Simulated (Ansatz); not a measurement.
# Mo13S27: the cost of one run

Computed with Ansatz 0.2.0 (DFT PBE, scalar-relativistic, plane waves, PAW, unless a step's input says otherwise).

4 further runs of the same task are left out: 4 set aside as unsound or not needed.

### 1 The starting structure

Symmetry: R3m, No. 160, trigonal system. The conventional cell has a = 3.185 Å, b = 3.185 Å, c = 22.315 Å, α = 90.00°, β = 90.00°, γ = 120.00°. Mo (site symmetry 3m) is surrounded by 6 S at 2.41 Å. S (site symmetry 3m) is surrounded by 3 Mo at 2.41 Å.

Structure file:

```cif
data_structure
_symmetry_space_group_name_H-M 'P 1'
_symmetry_Int_Tables_number 1
_cell_length_a 7.6623
_cell_length_b 7.6623
_cell_length_c 7.6623
_cell_angle_alpha 23.993
_cell_angle_beta 23.993
_cell_angle_gamma 23.993
_cell_volume 65.35
loop_
_atom_site_label
_atom_site_type_symbol
_atom_site_fract_x
_atom_site_fract_y
_atom_site_fract_z
_atom_site_occupancy
Mo1 Mo 0.99978 0.99978 0.99978 1
S1 S 0.40313 0.40313 0.40313 1
S2 S 0.26309 0.26309 0.26309 1
```

It goes back to an entry of the Materials Project, which need not be the stable form.

This cell was relaxed beforehand with the same method: volume 21.78 Å³/atom, gap on the mesh 1.45 eV.

The host's static dielectric tensor, from an earlier linear-response run, has a mean of 9.67.

The perfect supercell (rows 2 1 -2; -2 2 1; 1 -2 2 in vectors of this cell) comes from an earlier run at this level (39 atoms, E(σ→0) -87916.6791 eV, gap 1.84 eV on its own mesh).

### 2 The defect cell

The extra atom is put at (0.829, 0.839, 0.832) of the supercell, the middle of a void of radius 2.79 Å. A small random displacement (spread 0.06 Å) lets the symmetry of the site break. Its neighbours are 1 S at 2.79 Å, 2 S at 2.82 Å, 2 S at 2.85 Å, 1 S at 2.88 Å.

### 3 Charge state 0

input.yaml reads:

```yaml
crystal:
  lattice:
    - [1.5925883332, 6.4363691201, 7.4383206521]
    - [-6.3703533327, -1.8389626057, 7.4383206521]
    - [4.7777649996, -4.5974065144, 7.4383206521]
  atoms:
    - { symbol: Mo, position: [0.076700815, 0.6920854304, 0.2305469689] }
    - { symbol: Mo, position: [0.9997777381, 0.9997777381, 0.9997777381] }
    - { symbol: Mo, position: [0.1536238919, 0.3843931227, 0.4613161996] }
    - { symbol: Mo, position: [0.3074700458, 0.7690085073, 0.9228546612] }
    - { symbol: Mo, position: [0.3843931227, 0.4613161996, 0.1536238919] }
    - { symbol: Mo, position: [0.5382392766, 0.8459315843, 0.6151623535] }
    - { symbol: Mo, position: [0.7690085073, 0.9228546612, 0.3074700458] }
    - { symbol: Mo, position: [0.2305469689, 0.076700815, 0.6920854304] }
    - { symbol: Mo, position: [0.4613161996, 0.1536238919, 0.3843931227] }
    - { symbol: Mo, position: [0.6151623535, 0.5382392766, 0.8459315843] }
    - { symbol: Mo, position: [0.6920854304, 0.2305469689, 0.076700815] }
    - { symbol: Mo, position: [0.8459315843, 0.6151623535, 0.5382392766] }
    - { symbol: Mo, position: [0.9228546612, 0.3074700458, 0.7690085073] }
    - { symbol: S, position: [0.4800562805, 0.0954408959, 0.6339024344] }
    - { symbol: S, position: [0.4031332036, 0.4031332036, 0.4031332036] }
    - { symbol: S, position: [0.5637482041, 0.7844897965, 0.8584635999] }
    - { symbol: S, position: [0.7108255113, 0.1723639728, 0.3262101267] }
    - { symbol: S, position: [0.7879480201, 0.8772765845, 0.5519861773] }
    - { symbol: S, position: [0.9415947421, 0.2492870498, 0.018517819] }
    - { symbol: S, position: [0.1723639728, 0.3262101267, 0.7108255113] }
    - { symbol: S, position: [0.6339024344, 0.4800562805, 0.0954408959] }
    - { symbol: S, position: [0.8607822381, 0.5493282838, 0.8000593832] }
    - { symbol: S, position: [0.018517819, 0.9415947421, 0.2492870498] }
    - { symbol: S, position: [0.0954408959, 0.6339024344, 0.4800562805] }
    - { symbol: S, position: [0.2492870498, 0.018517819, 0.9415947421] }
    - { symbol: S, position: [0.3262101267, 0.7108255113, 0.1723639728] }
    - { symbol: S, position: [0.3400131351, 0.9553977505, 0.493859289] }
    - { symbol: S, position: [0.2630900582, 0.2630900582, 0.2630900582] }
    - { symbol: S, position: [0.416936212, 0.6477054428, 0.7246285197] }
    - { symbol: S, position: [0.5707823659, 0.0323208274, 0.1861669813] }
    - { symbol: S, position: [0.6477054428, 0.7246285197, 0.416936212] }
    - { symbol: S, position: [0.7997772342, 0.1209735849, 0.8700257113] }
    - { symbol: S, position: [0.0323208274, 0.1861669813, 0.5707823659] }
    - { symbol: S, position: [0.493859289, 0.3400131351, 0.9553977505] }
    - { symbol: S, position: [0.7246285197, 0.416936212, 0.6477054428] }
    - { symbol: S, position: [0.8864160724, 0.7937926847, 0.1090785323] }
    - { symbol: S, position: [0.9553977505, 0.493859289, 0.3400131351] }
    - { symbol: S, position: [0.1014276222, 0.8784733165, 0.8040140945] }
    - { symbol: S, position: [0.1861669813, 0.5707823659, 0.0323208274] }
    - { symbol: S, position: [0.8393594028, 0.8332105925, 0.8305234836] }
  host:
    lattice:
      - [1.5925883332, 0.9194813029, 7.4383206521]
      - [-1.5925883332, 0.9194813029, 7.4383206521]
      - [0.0, -1.8389626057, 7.4383206521]
    atoms:
      - { symbol: Mo, position: [0.9997777381, 0.9997777381, 0.9997777381] }
      - { symbol: S, position: [0.4031332036, 0.4031332036, 0.4031332036] }
      - { symbol: S, position: [0.2630900582, 0.2630900582, 0.2630900582] }
basis:
  ecutwfc: 420
  xc_grid: 2
kpoints:
  mp_grid: { grid: [2, 2, 2], shift: [0.5, 0.5, 0.5] }
hamiltonian:
  xc: pbe
scf:
  occupations: { method: gaussian, width: 0.01 }
output:
  forces: true
  stress: false
  eigenvalues: true
  charged_corrections:
    defect_position: [0.82932692, 0.83894231, 0.83173077]
    epsilon: [[12.8691, 0.0, 0.0], [0.0, 12.8691, 0.0], [0.0, 0.0, 3.2679]]
  write_density: true
  write_potential: true
  elf: true
  volumetric_format: npy
relax:
  adjacent_minimum: "off"
  f_tol: 0.025
  max_steps: 45
```

Run with:

```console
$ ansatz run input.yaml --threads 4 --pin off --max-ram 10240MiB --backend cpu --events-out ev --progress --plain --runs-dir out
```

**Question.** How long does this run take on 4 threads of Intel Xeon 6975P-C (Granite Rapids), shared host, and how much memory does it need?

About 3.8 min, with a peak of 3.4 GiB.
